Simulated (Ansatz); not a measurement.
The system is InP.

```
In P
1.0
     0.00000    2.76883    2.76883
     2.76883    0.00000    2.76883
     2.76883    2.76883    0.00000
In P
1 1
Direct
  0.00000 0.00000 0.00000
  0.50000 0.50000 0.50000
```

Measurements of this composition are mostly on another form, of space group No. 216.

A run of Ansatz 0.2.0 on this cell left the log below. Logs are shortened: lines on timing, memory, paths and dates and some standing lists are left out, and cuts for length are marked.

```text
Warning: RAYON_NUM_THREADS=2 ignored (pool sized by the plan → 2); use --threads N
Engine: ansatz 0.2.0, aarch64-unknown-linux-gnu
Pseudopotentials: kind: paw
Pseudopotential: In, paw, valence charge 13, recommended cutoff 420 eV (normal), In.paw.azcp
Pseudopotential: P, paw, valence charge 5, recommended cutoff 420 eV (normal), P.paw.azcp
Functional definition: PBE
  parameter kappa = 0.804
  parameter beta = 0.06672455060314922
  exchange = pbe_x(kappa = kappa, mu = beta*pi^2/3)
  correlation = pbe_c(beta = beta)
Crystal: 2 atoms, lattice volume = 42.454 Å³
Basis set: ecut = 420 eV, 869 PW (Γ), exchange–correlation on 54×54×54 points (8 copies of the dense FFT grid, shifted against one another)
Bands: 13, of which v1, the nominal top of the filled ones, is band 9 counted from 1 (8 counted from 0)
Symmetry: 48 space group operations
Space group: Fm-3m (ITA 225), of the structure as read, at distance tolerance 3.5e-5 Å
k-points: 29 of 512
Non-local potential: In, projectors of the file, l = 0: 2, l = 1: 2, l = 2: 2, l = 3: 2
Non-local potential: P, projectors of the file, l = 0: 2, l = 1: 2, l = 2: 2
PAW form: soft (Blöchl's): semilocal exchange-correlation on the pseudo side does not see the compensation charge
PAW one-centre angular grid: In, 590 points (default); XC on 64 Gauss nodes
PAW one-centre angular grid: P, 110 points (default); XC on 64 Gauss nodes
Initial density: superposition of atomic densities (neutral atoms: chi_scale 0, normalization atom), corrected by the library's trained network
Initial wavefunctions: pseudopotential atomic-orbital guess
Functional: x = pbe(κ = 0.804, μ = 0.2195149727645171), c = pbe(β = 0.06672455060314922)
SCF iter   1: F=—  HF=-6353.510714 eV  |F-HF|=—  |Δ(HF+E_count)|=         —  Δρ=1.65e-3  dr2=1.58e-3  ethr=1.77e-3  ⟨swp⟩=6.6  Hψ=2522  notcnv=0
preconditioner: auto → none  [insulator: Δε(μ)=0.066 eV  Ē_g=14.776 eV  σ=0.018 eV  W_gap=0.92  n_scr=14 (ndim 8)  ℏωp=24.2 eV  f_vac=0.000  D(μ)=0.59/eV (n_scr^D=0)  ε∞_Penn≈3.7]
SCF iter   2: F=—  HF=-6353.509587 eV  |F-HF|=—  |Δ(HF+E_count)|=   1.13e-3  Δρ=7.95e-4  dr2=3.06e-4  ethr=8.80e-6  ⟨swp⟩=2.4  Hψ=1007  notcnv=0  defer=1
SCF iter   3: F=—  HF=-6353.509520 eV  |F-HF|=—  |Δ(HF+E_count)|=   6.67e-5  Δρ=2.96e-4  dr2=4.33e-5  ethr=1.70e-6  ⟨swp⟩=2.1  Hψ=640  notcnv=0  defer=1
SCF iter   4: F=—  HF=-6353.509547 eV  |F-HF|=—  |Δ(HF+E_count)|=   2.72e-5  Δρ=1.18e-4  dr2=4.03e-6  ethr=2.40e-7  ⟨swp⟩=2.0  Hψ=627  notcnv=0  defer=1
SCF iter   5: F=—  HF=-6353.509551 eV  |F-HF|=—  |Δ(HF+E_count)|=   3.84e-6  Δρ=1.68e-4  dr2=9.53e-6  ethr=2.24e-8  ⟨swp⟩=2.1  Hψ=656  notcnv=0  defer=1
SCF iter   6: F=—  HF=-6353.509547 eV  |F-HF|=—  |Δ(HF+E_count)|=   4.03e-6  Δρ=3.34e-5  dr2=3.57e-7  ethr=2.24e-8  ⟨swp⟩=2.0  Hψ=660  notcnv=0  defer=1
SCF iter   7: F=-6353.509547 eV  HF=-6353.509547 eV  |F-HF|=4.55e-9  |Δ(HF+E_count)|=   1.65e-7  Δρ=3.97e-6  dr2=5.37e-9  ethr=5.56e-10  ⟨swp⟩=6.2  Hψ=1828  notcnv=0
SCF 1 converged in 7 iterations: F = -6353.509547 eV  dr2 = 5.37e-9
  greatest PAW one-centre occupation: 0.982 electrons in one spin orbital (limit 2), on the In atom at site 0 (counted from 0), in its partial waves of l = 2
SCF converged after 7 iterations
Free energy (F): -6353.509547 eV
Harris-Foulkes:  -6353.509547 eV  (|F-HF|=4.55e-9)
Internal energy: -6353.509455 eV  (E = F + TS)
E sigma→0 (E₀):  -6353.509501 eV
Entropy (-TS):   -0.000092 eV (-0.046 meV/atom)
Fermi energy:    9.298197 eV
--- Per-component energies (eV) ---
  E_band       = -13.787486
  E_kinetic    = 311.929206
  E_local      = -1194.628480  (includes V_loc(G=0)·N_el)
  E_nonlocal   = 401.696032
  E_hartree    = 469.281101
  E_xc         = -276.058741
  E_vxc        = -159.224932  (∫ρ·V_xc dr)
  E_paw        = -4725.102450  (= ΣΔE_a)
  E_vpaw       = -312.124071  (= ΣTr[D̂ρ^β])
  E_aug_tail   = 0.000029  (compensation charges beyond the density's cutoff)
  E_ewald      = -1340.626153
  E_smearing   = -0.000092  (= −TS)
  E_closure    = 0.000000  (closes the sum)
  Σ components = -6353.509547   (vs F -6353.509547, Δ=0.00e0)
--- Forces (eV/Å), atoms counted from 1 ---
  atom   1  In    -0.00000000     0.00000000    -0.00000000
  atom   2  P      0.00000000    -0.00000000     0.00000000
  max |Σ_I F_I| component: 1.15e-30 eV/Å
--- Stress (GPa, compression-positive) ---
       -0.076324       0.000000       0.000000
        0.000000      -0.076324      -0.000000
        0.000000       0.000000      -0.076324
  P = ⅓ Tr σ = -0.0763 GPa (-0.763 kbar)
--- Band table (eV; the first three rows and the last of 29) ---
  k-point 0: bands = ["-5.0587", "-5.0587", "-5.0403", "-5.0403", "-5.0403", "-2.8056", "8.9303", "8.9303", "8.9303", "9.7257", "16.2773", "16.2773", "16.2773"]
  k-point 1: bands = ["-5.0663", "-5.0663", "-5.0407", "-5.0298", "-5.0298", "-2.6112", "7.2267", "8.9626", "8.9626", "11.1212", "15.3240", "15.7919", "15.7919"]
  k-point 2: bands = ["-5.0884", "-5.0884", "-5.0436", "-5.0006", "-5.0006", "-2.0493", "5.1812", "9.0734", "9.0734", "11.9517", "14.2223", "14.2223", "14.6167"]
  k-point 28: bands = ["-5.2820", "-5.0627", "-5.0159", "-5.0159", "-4.9277", "0.4186", "4.4810", "5.3257", "5.3257", "11.5901", "13.7759", "15.9141", "15.9141"]
```

**Question.** Write the input and the command behind it.

**Answer.** Single point with PBE, no spin polarisation. The files as run (others can give the same):

input.yaml
```yaml
crystal:
  lattice:
    - [0.0, 2.768834, 2.768834]
    - [2.768834, 0.0, 2.768834]
    - [2.768834, 2.768834, 0.0]
  atoms:
    - { symbol: In, position: [0.0, 0.0, 0.0] }
    - { symbol: P, position: [0.5, 0.5, 0.5] }
hamiltonian:
  xc: pbe
  pseudopotentials: { kind: paw }
kpoints:
  mp_grid: { grid: [8, 8, 8] }
scf:
  occupations: { method: gaussian, width: 0.018 }
output:
  forces: true
  stress: true
  eigenvalues: true
```

Potentials or basis: Ansatz PAW.
The run is started by
```bash
$ ansatz run input.yaml --threads 2 --pin off --max-ram 5632MiB --backend cpu --events-out ev --progress --plain --runs-dir out
```
